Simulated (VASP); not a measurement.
Wanted: the native input for a VASP 6.6.1 run.

```yaml
Task: relaxation of cell and atoms
Functional: revPBE
Potentials_or_basis: VASP PAW PBE potentials, release 64 (Te, Be)
Cutoff: 600 eV
k_mesh: 8 × 8 × 8
Occupations: fermi-dirac, width 0.05 eV
Spin: no spin polarisation
Further_INCAR_settings: ALGO = Normal; EDIFF = 1e-06; IBRION = 2; EDIFFG = -0.005; NSW = 40; ISIF = 3
```

The structure of BeTe lies in POSCAR:

```
BeTe
1.0
    0.0000000000      2.7700000000      2.7700000000
    2.7700000000      0.0000000000      2.7700000000
    2.7700000000      2.7700000000      0.0000000000
Te Be
1 1
Direct
    0.7500000000      0.7500000000      0.7500000000
    0.0000000000      0.0000000000      0.0000000000
```

The input as run:

INCAR

```
SYSTEM = BeTe
  ALGO = Normal
  EDIFF = 1E-6
  EDIFFG = -0.005
  ENCUT = 600
  GGA = RE
  IBRION = 2
  ISIF = 3
  ISMEAR = -1
  LASPH = .True.
  LCHARG = .False.
  LREAL = .False.
  LWAVE = .False.
  NELM = 80
  NSW = 40
  PREC = Accurate
  SIGMA = 0.05
```

KPOINTS

```
k-points
0
Gamma
  8 8 8
  0 0 0
```

Potentials or basis: VASP PAW PBE potentials, release 64 (Te, Be).

Launch:

```console
$ cat potpaw_PBE.64/Te/POTCAR potpaw_PBE.64/Be/POTCAR > POTCAR
$ mpirun -np 1 vasp_std > vasp.out
```

Results of the run:

```json
{"Relaxed volume": "23.24 Å³/atom", "Relaxed cell": "a = 4.036 Å, b = 4.036 Å, c = 4.036 Å, α = 60.00°, β = 60.00°, γ = 60.00°", "Space group after relaxing (to 0.05 Å)": "F-43m (No. 216)", "Energy gained by relaxing": "33.1 meV/atom", "Ionic steps": "3", "Pressure after relaxing": "0.0 GPa", "Band gap on the k mesh": "2.14 eV, indirect (least direct gap 3.60 eV)"}
```

Caveat: the PAW data sets were made with another functional, which shifts forces and pressure a little; spin-orbit coupling is left out, which moves the levels of the heavy elements.

Wall time 12 s on 1 thread of AMD EPYC 9R45 96-Core Processor (Zen 5), with other jobs on the host, peak memory 0.16 GiB.
